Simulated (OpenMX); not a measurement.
CdTe under changes of volume

One of the cells (32.922 Å³/atom); the others are scaled copies at fixed shape and fractional positions:

```
CELL_PARAMETERS angstrom
0.00000 3.20500 3.20500
3.20500 0.00000 3.20500
3.20500 3.20500 0.00000
ATOMIC_POSITIONS crystal
Te 0.75000 0.75000 0.75000
Cd 0.00000 0.00000 0.00000
```

* Program: OpenMX 3.8.5
* Functional: PBE
* Potentials or basis: OpenMX 2013 PBE set, Te7.0-s3p2d2, Cd7.0-s3p2d1, fixed grid of 50 × 50 × 50 points
* k mesh: 7 × 7 × 7
* Occupations: fermi-dirac, width 0.05 eV
* Spin: no spin polarisation

```tsv
volume (Å³/atom)	energy over the lowest point (meV/atom)	gap on the mesh (eV)
30.947	142.71	1.45
31.605	106.12	1.35
32.263	?	?
32.922	50.20	1.18
33.580	29.32	1.10
34.239	12.64	1.03
34.897	0.00	0.95
```

Problem. What does the run at 32.263 Å³/atom give?

Solution. Energy over the lowest point 75.49 meV/atom; gap on the mesh 1.27 eV.

Worked out: A Birch-Murnaghan fit of order 3 (a polynomial in V^(-2/3)) to the other rows has no minimum within the range. It gives 75.56 meV/atom at 32.263 Å³/atom, against the run's 75.49. A straight line through the other rows of the gap, of slope -4.12 eV per unit of ln V (its deformation potential), gives 1.27 eV, against the run's 1.27.

Energies are extrapolated to zero smearing.

Caveats: the basis has few d functions beyond the semicore shells, which can make volumes several per cent too large; spin-orbit coupling is left out, which moves the levels of the heavy elements; the basis of atomic orbitals isn't converged, which shifts pressures, moduli and gaps.
